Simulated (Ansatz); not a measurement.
# MgO: the band gap up the ladder of functionals

An exercise on one series of results from a longer session: the logs are not shown, and one member is left open.

The COD entry's cell or inner coordinates are ideal or old and differ from later refinements, so a difference from it is no clean test against experiment.

Code: Ansatz 0.2.0. PAW datasets, plane waves. Computed at 0 K without zero-point motion; spin polarisation is off.

## The cell

The cell was relaxed beforehand with r2SCAN.

Space group Fm-3m (No. 225), cubic; a = 4.204 Å in the conventional setting, 9.29 Å³ an atom. Around Mg lie 6 O at 2.10 Å; around O lie 6 Mg at 2.10 Å.

Structure file:

```xyz
2
Lattice="0.0000 2.1022 2.1022 2.1022 0.0000 2.1022 2.1022 2.1022 0.0000" Properties=species:S:1:pos:R:3 pbc="T T T"
Mg    0.0000    0.0000    0.0000
O     2.1022    2.1022    2.1022
```

The first run:

The input, input.yaml:

```yaml
crystal:
  lattice:
    - [0.0, 2.1021680189, 2.1021680189]
    - [2.1021680189, 0.0, 2.1021680189]
    - [2.1021680189, 2.1021680189, 0.0]
  atoms:
    - { symbol: Mg, position: [0.0, 0.0, 0.0] }
    - { symbol: O, position: [0.5, 0.5, 0.5] }
kpoints:
  mp_grid: { grid: [10, 10, 10] }
  band_path:
    path:
      - [[0.0, 0.0, 0.0], [0.5, 4.029675995789e-34, 0.5], [0.625, 0.25, 0.625]]
      - [[0.375, 0.375, 0.75], [0.0, 0.0, 0.0], [0.5, 0.5, 0.5], [0.5, 0.25, 0.75], [0.5, 4.029675995789e-34, 0.5]]
    npoints: 10
hamiltonian:
  xc: pbe
scf:
  occupations: { method: fermi_dirac, width: 0.02 }
  n_extra_bands: 4
output:
  forces: true
  stress: true
  eigenvalues: true
  write_density: true
  write_potential: true
  elf: true
  volumetric_format: npy
```

Launch:

```console
$ ansatz run input.yaml --threads 1 --pin off --max-ram 2304MiB --backend cpu --events-out ev --progress --plain --runs-dir out
```

Among the steps run: PBE band path; r2SCAN; HSE06; PBE0; LDA; One-shot GW from PBE; DDH-PBE0 at the same geometry; LC-ωPBE at the same geometry; Single point with r2SCAN0.

One table of the session follows, with a row left open; its other results are not shown here.

| level | gap (eV) |
| --- | --- |
| PBE | 4.80 |
| r2SCAN | 5.68 |
| HSE06 | 6.54 |
| PBE0 | 7.28 |
| LDA | 4.71 |
| G0W0@PBE (55 empty bands) | 7.13 |
| G0W0@PBE (137 empty bands) | 7.35 |
| DDH-PBE0 | 7.92 |
| LC-ωPBE | 12.21 |
| r2SCAN0 | ? |

Estimate the missing values for r2SCAN0.

As computed: gap (eV): 7.88. In the column «gap (eV)» it lies between G0W0@PBE (137 empty bands) (7.35) and DDH-PBE0 (7.92).

Meshes: PBE 10×10×10, r2SCAN 10×10×10, HSE06 8×8×8, PBE0 8×8×8, LDA 10×10×10, DDH-PBE0 8×8×8, LC-ωPBE 8×8×8, r2SCAN0 8×8×8.

Caveats from the session: Warnings in the runs' records: stress exchange threshold loose, stress scf threshold loose.
